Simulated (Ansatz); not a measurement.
Ti3Ni:

```
Ni Ti
1.0
     3.93518    0.00000    0.00000
     0.00000    3.93518    0.00000
     0.00000    0.00000    3.93518
Ni Ti
1 3
Direct
  0.00000 0.00000 0.00000
  0.50000 0.50000 0.00000
  0.50000 0.00000 0.50000
  0.00000 0.50000 0.50000
```

The cell comes from a database or a generator and needn't be the stable form of this composition.

Base run:

| Item | Value |
| --- | --- |
| Program | Ansatz 0.2.0 |
| Functional | PBEsol |
| Potentials or basis | Ansatz PAW |
| Cutoff | 420 eV (not typed: the program's choice for these potentials) |
| k mesh | 6 × 6 × 6 |
| Occupations | fermi-dirac, width 0.05 eV |
| Spin | collinear spin, ferromagnetic start |
| Starting moments | [0.75, 0.75, 0.75, 0.75] μB |
| Fixed moment | 3 μB |

Its results: pressure -3.1 GPa; site moments Ni +0.42; Ti +0.65 μB.

Task: After a change of settings the same cell gave: pressure 8.0 GPa; site moments Ni +0.98; Ti +1.71 μB. Which change was it?
A. fixed moment from 3 μB to 2 μB; moments at the start from [0.75, 0.75, 0.75, 0.75] to [0.5, 0.5, 0.5, 0.5]
B. fixed moment from 3 μB to 1 μB; moments at the start from [0.75, 0.75, 0.75, 0.75] to [0.25, 0.25, 0.25, 0.25]
C. fixed moment from 3 μB to 6 μB; moments at the start from [0.75, 0.75, 0.75, 0.75] to [1.5, 1.5, 1.5, 1.5]
D. fixed moment from 3 μB to 8 μB; moments at the start from [0.75, 0.75, 0.75, 0.75] to [2.0, 2.0, 2.0, 2.0]

Result: D.

Caveats: the total moment is fixed, so each spin has its own Fermi level; the PAW data sets come from PBE, with cores solved anew for the run's functional, which leaves a small shift of forces and pressure; the thresholds are loose for stress.
